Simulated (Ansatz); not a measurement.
Zinc-blende ZnTe was calculated with r²SCAN+rVV10 (plane waves, PAW; Ansatz, a quantum-chemistry and plane-wave program).

Settings: plane-wave cutoff 560 eV, 10×10×10 k mesh, Fermi–Dirac smearing 0.01 eV, scalar-relativistic PAW data made under PBE.

Properties against volume:

```tsv
V (Å³/atom)	P (GPa)	direct gap at Γ (eV)
26.418	3.72	2.163
26.980	2.34	2.051
27.542	1.11	1.943
28.104	0.00	1.840
28.666	-0.99	1.740
29.228	-1.88	1.644
29.790	-2.67	1.551
```

A straight line through the gaps at Γ against ln V gives a volume deformation potential dE_g(Γ)/d ln V of -5.1 eV: the gap at Γ widens under compression.

Measured, for comparison: band gap 2.43 eV (zero-point renormalisation of 40 meV (experimental, the table's column) added back here, direct; inputs from Miglio et al. (2020), arXiv:2011.12765).

Spin–orbit coupling is not included; with these elements it can move the gap by several tenths of an eV or more.
